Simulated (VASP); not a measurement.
# Ru (P6_3/mmc) in VASP: further runs

Runs on Ru. Level: LDA. Tasks: relaxation of cell and atoms, electrostatic potential.

Program: VASP 6.6.1. These are calculated values, not measurements. Logs are shortened: lines on timing, memory, paths and dates and some standing lists are left out, and cuts for length are marked.

### Step 1. Starting point

It takes space group P6_3/mmc (No. 194, hexagonal). Conventional cell: a = 2.690 Å, b = 2.690 Å, c = 4.250 Å, α = 90.00°, β = 90.00°, γ = 120.00°. Ru (site symmetry -6m2) has 12 Ru at 2.63 to 2.69 Å as nearest neighbours.

The cell was built by a generator and needn't be a form met in nature.

### Step 2. Relaxation of cell and atoms, LDA

Input file INCAR:

```
  ALGO = Normal
  EDIFF = 1E-6
  EDIFFG = -0.005
  ENCUT = 600
  GGA = CA
  IBRION = 2
  ISIF = 3
  ISMEAR = 1
  LASPH = T
  LCHARG = F
  LREAL = F
  LWAVE = F
  NELM = 120
  NSW = 60
  PREC = Accurate
  SIGMA = 0.1
```

Input file KPOINTS:

```
k-points
0
Gamma
  18 18 10
```

Input file POSCAR:

```
Ru
1.0
    2.6900000000      0.0000000000      0.0000000000
   -1.3450000000      2.3296083400      0.0000000000
    0.0000000000      0.0000000000      4.2500000000
Ru
2
Direct
    0.3333333300      0.6666666700      0.2500000000
    0.6666666700      0.3333333300      0.7500000000
```

Potentials or basis: VASP PAW LDA potentials, release 64 (Ru_pv).

The run is started by

```bash
$ cat potpaw_LDA.64/Ru_pv/POTCAR > POTCAR
$ mpirun -np 1 vasp_std > vasp.out
```

OUTCAR:

```text
EDIFF = 1E-6
   EDIFFG = -0.005
   ENCUT = 600
   GGA = CA
   IBRION = 2
   ISIF = 3
   ISMEAR = 1
   LASPH = T
   LREAL = F
   NELM = 120
   NSW = 60
   PREC = Accurate

 ion  position               nearest neighbor table
   1  0.333  0.667  0.250-   2 2.63   2 2.63   2 2.63   2 2.63   2 2.63   2 2.63
   2  0.667  0.333  0.750-   1 2.63   1 2.63   1 2.63   1 2.63   1 2.63   1 2.63

  LATTYP: Found a hexagonal cell.
 ALAT       =     2.6900000000
 C/A-ratio  =     1.5799256506

  Lattice vectors:

 A1 = (   2.6900000000,   0.0000000000,   0.0000000000)
 A2 = (  -1.3450000000,   2.3296083400,   0.0000000000)
 A3 = (   0.0000000000,   0.0000000000,   4.2500000000)

Analysis of symmetry for initial positions (statically):
=====================================================================
 Subroutine PRICEL returns:
 Original cell was already a primitive cell.

 Routine SETGRP: Setting up the symmetry group for a
 hexagonal supercell.

 Subroutine GETGRP returns: Found 24 space group operations
 (whereof 12 operations were pure point group operations)
 out of a pool of 24 trial point group operations.

The static configuration has the point symmetry D_3d.
 The point group associated with its full space group is D_6h.

Analysis of symmetry for dynamics (positions and initial velocities):
=====================================================================
 Subroutine PRICEL returns:
 Original cell was already a primitive cell.

 Routine SETGRP: Setting up the symmetry group for a
 hexagonal supercell.

 Subroutine GETGRP returns: Found 24 space group operations
 (whereof 12 operations were pure point group operations)
 out of a pool of 24 trial point group operations.

The dynamic configuration has the point symmetry D_3d.
 The point group associated with its full space group is D_6h.

 Subroutine INISYM returns: Found 24 space group operations
 (whereof 12 operations are pure point group operations),
 and found     1 'primitive' translations

----------------------------------------------------------------------------------------

                                     Primitive cell

  volume of cell :      26.6332

  direct lattice vectors                    reciprocal lattice vectors
     2.690000000  0.000000000  0.000000000     0.371747212  0.214628353  0.000000000
    -1.345000000  2.329608340  0.000000000     0.000000000  0.429256705  0.000000000
     0.000000000  0.000000000  4.250000000     0.000000000  0.000000000  0.235294118

  length of vectors
     2.690000000  2.690000003  4.250000000     0.429256706  0.429256705  0.235294118

  position of ions in fractional coordinates (direct lattice)
     0.333333330  0.666666670  0.250000000
     0.666666670  0.333333330  0.750000000

  ion indices of the primitive-cell ions
   primitive index   ion index
                 1           1
                 2           2

----------------------------------------------------------------------------------------

 KPOINTS: k-points

Automatic generation of k-mesh.
 Grid dimensions read from file:
 generate k-points for:   18   18   10

 Generating k-lattice:

  Cartesian coordinates                     Fractional coordinates (reciprocal lattice)
     0.020652623  0.011923797  0.000000000     0.055555556  0.000000000  0.000000000
     0.000000000  0.023847595  0.000000000     0.000000000  0.055555556  0.000000000
     0.000000000  0.000000000  0.023529412     0.000000000  0.000000000  0.100000000

  Length of vectors
     0.023847595  0.023847595  0.023529412

  Shift w.r.t. Gamma in fractional coordinates (k-lattice)
     0.000000000  0.000000000  0.000000000

 Subroutine IBZKPT returns following result:
 ===========================================

 Found    222 irreducible k-points:

 Following reciprocal coordinates:
            Coordinates               Weight
  0.000000  0.000000  0.000000      1.000000
  0.055556 -0.000000  0.000000      6.000000
  0.111111 -0.000000  0.000000      6.000000
  0.166667  0.000000  0.000000      6.000000
  0.222222 -0.000000  0.000000      6.000000
  0.277778  0.000000  0.000000      6.000000
[... 16 lines left out ...]
  0.333333  0.111111  0.000000     12.000000
  0.388889  0.111111  0.000000     12.000000
 [... further k-points ...]
   k-points           NKPTS =    222   k-points in BZ     NKDIM =    222   number of bands    NBANDS=     18
   number of dos      NEDOS =    301   number of ions     NIONS =      2
   total plane-waves  NPLWV =  20736
   dimension x,y,z NGX =    24 NGY =   24 NGZ =   36
   dimension x,y,z NGXF=    48 NGYF=   48 NGZF=   72
   ions per type =               2
   NGX,Y,Z   is equivalent  to a cutoff of  14.83, 14.83, 14.08 a.u.
   NGXF,Y,Z  is equivalent  to a cutoff of  29.66, 29.66, 28.16 a.u.
 SYSTEM =  unknown system
   PREC   = accura    normal or accurate (medium, high low for compatibility)
   ISTART =      0    job   : 0-new  1-cont  2-samecut
   ICHARG =      2    charge: 1-file 2-atom 10-const
   ISPIN  =      1    spin polarized calculation?
   LNONCOLLINEAR =      F non collinear calculations
   LSORBIT =      F    spin-orbit coupling
   LASPH  =      T    aspherical Exc in radial PAW
   ENCUT  =  600.0 eV  44.10 Ry    6.64 a.u.   5.37  5.37  8.49*2*pi/ulx,y,z
   NELM   =    120;   NELMIN=  2; NELMDL= -5     # of ELM steps
   EDIFF  = 0.1E-05   stopping-criterion for ELM
   LREAL  =      F    real-space projection
   EDIFFG = -.5E-02   stopping-criterion for IOM
   NSW    =     60    number of steps for IOM
   IBRION =      2    ionic relax: 0-MD 1-quasi-New 2-CG
   NFREE  =      1    steps in history (QN), initial steepest desc. (CG)
   ISIF   =      3    stress and relaxation
   ISYM   =      2    0-nonsym 1-usesym 2-fastsym
   POTIM  = 0.5000    time-step for ionic-motion
   TEBEG  =    0.0;   TEEND  =   0.0 temperature during run
   PSTRESS=    0.0 pullay stress
   NELECT =      28.0000    total number of electrons
   NUPDOWN=      -1.0000    fix difference up-down
   EMIN   =  10.00;   EMAX   =-10.00  energy-range for DOS
   EFERMI =   0.00;   METHOD = LEGACY
   ISMEAR =     1;   SIGMA  =   0.10  broadening in eV -4-tet -1-fermi 0-gaus
   EFERMI_NEDOS =   21; number of points for ismear=-14 and -15
   IALGO  =     38    algorithm
   IMIX   =      4    mixing-type and parameters
     AMIX     =   0.40;   BMIX     =  1.00
     AMIX_MAG =   1.60;   BMIX_MAG =  1.00
  volume/ion in A,a.u.               =      13.32        89.87
  Fermi-wavevector in a.u.,A,eV,Ry     =   1.664637  3.145707 37.701953  2.771015
  Thomas-Fermi vector in A             =   2.751146
   LORBIT       =      0    0 simple, 1 ext, 2 COOP (PROOUT), +10 PAW based schemes
   GGA     = CA    functional components
   LHFCALC =     F    Hartree Fock is set to
   AEXX    =    0.0000 exact exchange contribution
   IVDW    =     0    specifies the selected vdW correction
   LEPSILON=     F    determine dielectric tensor
   LRPA    =     F    only Hartree local field effects (RPA)
 conjugate gradient relaxation of ions
 non-spin polarized calculation
 Methfessel and Paxton  Order N= 1 SIGMA  =   0.10
  energy-cutoff  :      600.00
  volume of cell :       26.63
 maximum number of plane-waves:       911
 NGX is ok and might be reduce to    24
   NGX = 11   NGY = 11   NGZ = 17

--------------------------------------- Ionic step        1  -------------------------------------------

 number of electron      27.9999996 magnetization

 Free energy of the ion-electron system (eV)
  ---------------------------------------------------
  ext. energy  EPLUGINS =         0.00000000
  ---------------------------------------------------
  free energy    TOTEN  =       -21.38320834 eV

  energy without entropy =      -21.38259639  energy(sigma->0) =      -21.38300436

------------------------ aborting loop because EDIFF is reached ----------------------------------------

  FORCE on cell =-STRESS in cart. coord.  units (eV):
  Direction    XX          YY          ZZ          XY          YZ          ZX
  --------------------------------------------------------------------------------------
  -------------------------------------------------------------------------------------
  Total       -0.8885112     -0.8885112     -0.8871942      0.0000000     -0.0000000      0.0000000
  in kB      -53.4502026    -53.4502028    -53.3709784      0.0000000     -0.0000000      0.0000000
  external PRESSURE =     -53.4237946 kB  Pullay stress =       0.0000000 kB
[... 165 lines left out ...]
  energy  without entropy=      -21.3893586505  energy(sigma->0) =      -21.38972562

--------------------------------------- Ionic step        6  -------------------------------------------

 number of electron      27.9999993 magnetization

 Free energy of the ion-electron system (eV)
  ---------------------------------------------------
  ext. energy  EPLUGINS =         0.00000000
  ---------------------------------------------------
  free energy    TOTEN  =       -21.38991354 eV

  energy without entropy =      -21.38934941  energy(sigma->0) =      -21.38972550

 E-fermi :  13.3280     XC(G=0): -14.5932

 val. band max:       13.3261734111   @ k =   0.1667   0.0000   0.4000
 cond. band min:      13.3316804113   @ k =   0.1667   0.1111   0.3000
 fundamental gap:      0.0055070002
 Fermi energy:        13.3279928562

 k-point     1 :       0.0000    0.0000    0.0000
  band No.  band energies     occupation
      1     -30.2610      2.00000
      2     -29.1956      2.00000
      3     -29.1956      2.00000
      4     -29.0024      2.00000
      5     -29.0024      2.00000
      6     -28.9568      2.00000
[... 10 lines left out ...]
     17      14.5981     -0.00000
     18      14.6842     -0.00000
[... 466 lines left out ...]
      2     -29.7852      2.00000
      3     -29.7140      2.00000
      4     -29.5011      2.00000
      5     -29.2876      2.00000
      6     -29.1985      2.00000
[... 10 lines left out ...]
     17      17.2879      0.00000
     18      21.0298      0.00000

 [... further k-points ...]

------------------------ aborting loop because EDIFF is reached ----------------------------------------

  FORCE on cell =-STRESS in cart. coord.  units (eV):
  Direction    XX          YY          ZZ          XY          YZ          ZX
  --------------------------------------------------------------------------------------
  -------------------------------------------------------------------------------------
  Total        0.0066950      0.0066950      0.0023621      0.0000000      0.0000000      0.0000000
  in kB        0.4088965      0.4088965      0.1442645      0.0000000      0.0000000      0.0000000
  external PRESSURE =       0.3206858 kB  Pullay stress =       0.0000000 kB
[... 17 lines left out ...]
  FREE ENERGIE OF THE ION-ELECTRON SYSTEM (eV)
  ---------------------------------------------------
  free  energy   TOTEN  =       -21.3899135378 eV

  energy  without entropy=      -21.3893494127  energy(sigma->0) =      -21.38972550

 reached required accuracy - stopping structural energy minimisation
```

Wall time 2.6 min (1 thread of Intel Xeon Platinum 8488C (Sapphire Rapids), shared host); peak memory 0.23 GiB.

What came out:

- Free energy: -21.3899 eV
- Relaxed volume: 13.12 Å³/atom
- Relaxed cell: a = 2.676 Å, b = 2.676 Å, c = 4.231 Å, α = 90.00°, β = 90.00°, γ = 120.00°
- Space group after relaxing (to 0.05 Å): P6_3/mmc (No. 194)
- Energy gained by relaxing: 3.4 meV/atom
- Ionic steps: 6
- Pressure after relaxing: 0.0 GPa
- Band gap on the k mesh: none (metal or under the smearing width)

Step by step:
| step | energy change (eV) | largest force (eV/Å) | pressure (GPa) | volume (Å³) |
| --- | --- | --- | --- | --- |
| 1 | 0.0000 | 0.0000 | -5.34 | 26.63 |
| 2 | 0.0721 | 0.0000 | 20.74 | 24.96 |
| 3 | -0.0067 | 0.0000 | -0.16 | 26.24 |
| 4 | -0.0067 | 0.0000 | 0.00 | 26.23 |
| 5 | -0.0067 | 0.0000 | 0.04 | 26.23 |
| 6 | -0.0067 | 0.0000 | 0.03 | 26.23 |

Final structure:
```
CELL_PARAMETERS angstrom
2.67573 0.00000 0.00000
-1.33787 2.31725 0.00000
0.00000 0.00000 4.23088
ATOMIC_POSITIONS crystal
Ru 0.33333 0.66667 0.25000
Ru 0.66667 0.33333 0.75000
```

### Step 3. Electrostatic potential, LDA

This run uses another cell than the first one, of 13.12 Å³/atom, 0.985 times its volume.

Input file INCAR:

```
SYSTEM = Ru
ALGO = Normal
EDIFF = 1E-6
ENCUT = 520
GGA = CA
ISIF = 2
ISMEAR = 1
LASPH = .TRUE.
LCHARG = .TRUE.
LREAL = .FALSE.
LVHAR = .TRUE.
LWAVE = .FALSE.
NELM = 80
PREC = Accurate
SIGMA = 0.1
```

Input file KPOINTS:

```
k-points
0
G
  18 18 10
  0 0 0
```

Input file POSCAR:

```
Ru                                      
1.0
    2.6757314698     -0.0000000000     -0.0000000000
   -1.3378657349      2.3172514303      0.0000000000
    0.0000000000     -0.0000000000      4.2308822439
  Ru            
     2
Direct
     0.3333333300000021    0.6666666699999979    0.2500000000000000
     0.6666666699999979    0.3333333300000021    0.7500000000000000
```

Potentials or basis: VASP PAW LDA potentials, release 64 (Ru_pv).

The run is started by

```bash
$ cat potpaw_LDA.64/Ru_pv/POTCAR > POTCAR
$ mpirun -np 1 vasp_std > vasp.out
```

Wall time 36 s (1 thread of Intel Xeon Platinum 8488C (Sapphire Rapids), shared host); peak memory 0.19 GiB.

It converged, with:

```yaml
Free_energy: -21.3896 eV
Pressure: 0.0 GPa
Band_gap_on_the_k_mesh: none (metal or under the smearing width)
```

Levels at points of the mesh, in eV from the Fermi level:
| k point | band 11 | band 12 | band 13 | band 14 | band 15 | band 16 | band 17 | band 18 |
| --- | --- | --- | --- | --- | --- | --- | --- | --- |
| (0.00, 0.00, 0.00) | -2.55 | -2.01 | -2.01 | -1.46 | -1.46 | 1.27 | 1.27 | 1.36 |
| (0.50, 0.00, 0.00) | -2.16 | -1.84 | -1.58 | 1.54 | 1.99 | 2.07 | 4.29 | 6.38 |
| (0.00, 0.00, 0.50) | -2.91 | -2.91 | -2.82 | -2.82 | 0.60 | 0.60 | 0.60 | 0.60 |
| (0.50, 0.00, 0.50) | -1.11 | -1.11 | 0.49 | 0.49 | 1.81 | 1.81 | 3.55 | 3.55 |

### Step 4. Relaxation of cell and atoms, LDA

Input file INCAR:

```
PREC = Accurate
ENCUT = 600
EDIFF = 1E-6
ISMEAR = 1
SIGMA = 0.1
LREAL = F
LASPH = T
NELM = 120
ALGO = Fast
ISIF = 3
LWAVE = F
LCHARG = F
IBRION = 2
NSW = 40
EDIFFG = -0.005
```

Input file KPOINTS:

```
Automatic mesh
0
Gamma
  18 18 10
```

Input file POSCAR:

```
Ru
1.0
    2.6900000000      0.0000000000      0.0000000000
   -1.3450000000      2.3296083400      0.0000000000
    0.0000000000      0.0000000000      4.2500000000
Ru
2
Direct
    0.3333333300      0.6666666700      0.2500000000
    0.6666666700      0.3333333300      0.7500000000
```

The run is started by

```bash
$ cat potpaw_LDA.64/Ru_pv/POTCAR > POTCAR
$ mpirun -np 1 vasp_std > vasp.out
```

It took 5.8 min on 1 thread of Intel Xeon Platinum 8259CL at 2.50GHz (Skylake/Cascade Lake), shared host; peak memory 0.24 GiB.

Results (log left out):

- Free energy: -21.3899 eV
- Relaxed volume: 13.12 Å³/atom
- Relaxed cell: a = 2.676 Å, b = 2.676 Å, c = 4.231 Å, α = 90.00°, β = 90.00°, γ = 120.00°
- Space group after relaxing (to 0.05 Å): P6_3/mmc (No. 194)
- Energy gained by relaxing: 3.4 meV/atom
- Ionic steps: 9
- Pressure after relaxing: 0.1 GPa
- Band gap on the k mesh: none (metal or under the smearing width)

Step by step:
```
step  energy change (eV)  largest force (eV/Å)  pressure (GPa)  volume (Å³)
   1              0.0000                0.0000           -5.49        26.63
   2              0.0779                0.0000           21.66        24.91
   3             -0.0067                0.0000            0.05        26.24
   4             -0.0067                0.0000           -0.09        26.25
   5             -0.0067                0.0000           -0.16        26.25
   6             -0.0067                0.0000           -0.15        26.25
   7             -0.0067                0.0000            0.33        26.21
   8             -0.0067                0.0000           -0.08        26.24
   9             -0.0067                0.0000            0.05        26.23
```

Final structure:
```
CELL_PARAMETERS angstrom
2.67565 0.00000 0.00000
-1.33783 2.31718 0.00000
0.00000 0.00000 4.23098
ATOMIC_POSITIONS crystal
Ru 0.33333 0.66667 0.25000
Ru 0.66667 0.33333 0.75000
```

Levels at points of the mesh, in eV from the Fermi level:
```csv
k point,band 12,band 13,band 14,band 15,band 16,band 17
"(0.00, 0.00, 0.00)",-2.01,-2.01,-1.46,-1.46,1.27,1.27
"(0.50, 0.00, 0.00)",-1.84,-1.58,1.54,1.99,2.07,4.29
"(0.00, 0.00, 0.50)",-2.91,-2.82,-2.82,0.60,0.60,0.60
"(0.50, 0.00, 0.50)",-1.11,0.49,0.49,1.81,1.81,3.55
```

### Step 5. Electrostatic potential, LDA

This run uses another cell than the first one, of 13.12 Å³/atom, 0.985 times its volume.

Input file INCAR:

```
  PREC = Accurate
  ENCUT = 520
  EDIFF = 1E-6
  ISMEAR = 1
  SIGMA = 0.1
  LREAL = False
  LASPH = True
  NELM = 60
  ALGO = Fast
  ISIF = 2
  LWAVE = False
  LCHARG = True
  LVHAR = True
```

Input file KPOINTS:

```
regular mesh
0
Gamma
  18 18 10
```

Input file POSCAR:

```
Ru                                      
1.0
    2.6756501212     -0.0000000000      0.0000000000
   -1.3378250606      2.3171809804      0.0000000000
   -0.0000000000      0.0000000000      4.2309801265
  Ru            
     2
Direct
     0.3333333300000021    0.6666666699999979    0.2500000000000000
     0.6666666699999979    0.3333333300000021    0.7500000000000000
```

The run is started by

```bash
$ cat potpaw_LDA.64/Ru_pv/POTCAR > POTCAR
$ mpirun -np 1 vasp_std > vasp.out
```

Wall time 61 s (1 thread of Intel Xeon Platinum 8259CL at 2.50GHz (Skylake/Cascade Lake), shared host); peak memory 0.19 GiB.

Results (log left out):

```
Free energy            : -21.3896 eV
Pressure               : -0.1 GPa
Band gap on the k mesh : none (metal or under the smearing width)
```

Levels at points of the mesh, in eV from the Fermi level:
| k point | band 12 | band 13 | band 14 | band 15 | band 16 | band 17 |
| --- | --- | --- | --- | --- | --- | --- |
| (0.00, 0.00, 0.00) | -2.01 | -2.01 | -1.46 | -1.46 | 1.27 | 1.27 |
| (0.50, 0.00, 0.00) | -1.84 | -1.58 | 1.54 | 1.99 | 2.07 | 4.29 |
| (0.00, 0.00, 0.50) | -2.91 | -2.82 | -2.82 | 0.60 | 0.60 | 0.60 |
| (0.50, 0.00, 0.50) | -1.11 | 0.49 | 0.49 | 1.81 | 1.81 | 3.55 |
